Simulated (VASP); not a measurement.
Input of a VASP 6.6.1 run:

File INCAR:

```
SYSTEM = Ru
PREC = Accurate
ENCUT = 520
EDIFF = 1E-6
ISMEAR = -1
SIGMA = 0.1
LREAL = .FALSE.
LASPH = .TRUE.
NELM = 80
ALGO = Fast
ISIF = 2
LWAVE = .FALSE.
LCHARG = .FALSE.
GGA = RE
NBANDS = 21
```

Contents of KPOINTS:

```
regular mesh
0
G
  11 11 11
  0 0 0
```

POSCAR

```
Ru
1.0
    0.0000000000      2.8103366471      2.8103366471
    2.8103366471      0.0000000000      2.8103366471
    2.8103366471      2.8103366471      0.0000000000
Ru
2
Direct
    0.1250000000      0.1250000000      0.1250000000
    0.8750000000      0.8750000000      0.8750000000
```

Potentials or basis: VASP PAW PBE potentials, release 64 (Ru_pv).

The run is started by

```bash
$ cat potpaw_PBE.64/Ru_pv/POTCAR > POTCAR
$ mpirun -np 1 vasp_std > vasp.out
```

Question: Estimate the band gap on the k mesh.

Answer: None (metal or under the smearing width).

Question: What does it give for the pressure?

Answer: -9.7 GPa.

Caveat: the PAW data sets were made with another functional, which shifts forces and pressure a little.
